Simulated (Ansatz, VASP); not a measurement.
**C: VASP beside Ansatz**

```
CELL_PARAMETERS angstrom
0.00000 1.54278 1.54278
1.54278 0.00000 1.54278
1.54278 1.54278 0.00000
ATOMIC_POSITIONS crystal
C 0.00000 0.00000 0.00000
```

Alike in both runs: functional PBE; k mesh 23 × 23 × 23; occupations fermi-dirac, width 0.05 eV; no spin polarisation.

Ansatz relaxed the structure, and its values are those at the end. VASP's run is a single point on that final structure, the one shown.

|  | VASP | Ansatz |
| --- | --- | --- |
| version | VASP 6.6.1 | Ansatz 0.2.0 |
| potentials or method | VASP PAW PBE potentials, release 64 (C) | PAW with Ansatz's default frozen-core files, scalar-relativistic |
| plane-wave cutoff (eV) | 520 | 420 |
| valence electrons in the cell | 4 | 4 |

|  | VASP | Ansatz | Ansatz less VASP |
| --- | --- | --- | --- |
| pressure (GPa) | 0.1 | 0.0 | -0.09 |

The functional is the same, so the differences come from potentials, cutoffs and numerics.
